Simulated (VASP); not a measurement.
A run of VASP 6.6.1 is set up as follows.

File INCAR:

```
PREC = Accurate ; ENCUT = 520
EDIFF = 1E-6 ; ISMEAR = 0
SIGMA = 0.05 ; LREAL = F
LASPH = T ; NELM = 150
ALGO = Normal ; ISIF = 2
LWAVE = F ; LCHARG = T
ISPIN = 2 ; MAGMOM = 3.06 3.06 0 0 0 0
LORBIT = 11 ; LMAXMIX = 4
LDAU = T ; LDAUTYPE = 2
LDAUL = 2 -1 ; LDAUU = 3.9 0
LDAUJ = 0 0 ; LDAUPRINT = 1
GGA = PE ; LELF = T
LVHAR = T ; NBANDS = 38
```

File KPOINTS:

```
regular mesh
0
Gamma
  6 6 8
```

The input POSCAR:

```
MnO2
1.0
    4.4580738614      0.0000000000      0.0000000000
    0.0000000000      4.4580738614      0.0000000000
    0.0000000000      0.0000000000      2.9444247793
Mn O
2 4
Direct
    0.0000000000      0.0000000000      0.0000000000
    0.5000000000      0.5000000000      0.5000000000
    0.3060671878      0.3060671878      0.0000000000
    0.1939328122      0.8060671878      0.5000000000
    0.6939328122      0.6939328122      0.0000000000
    0.8060671878      0.1939328122      0.5000000000
```

Potentials or basis: VASP PAW PBE potentials, release 64 (Mn_pv, O).

Command:

```bash
$ cat potpaw_PBE.64/Mn_pv/POTCAR potpaw_PBE.64/O/POTCAR > POTCAR
$ mpirun -np 1 vasp_std > vasp.out
```

(1) Estimate the band gap on the k mesh.

(2) What does it give for the net moment?

(3) Predict the pressure.

## Answers

(1) none (metal or under the smearing width).

(2) 6.08 μB per cell.

(3) 0.4 GPa.
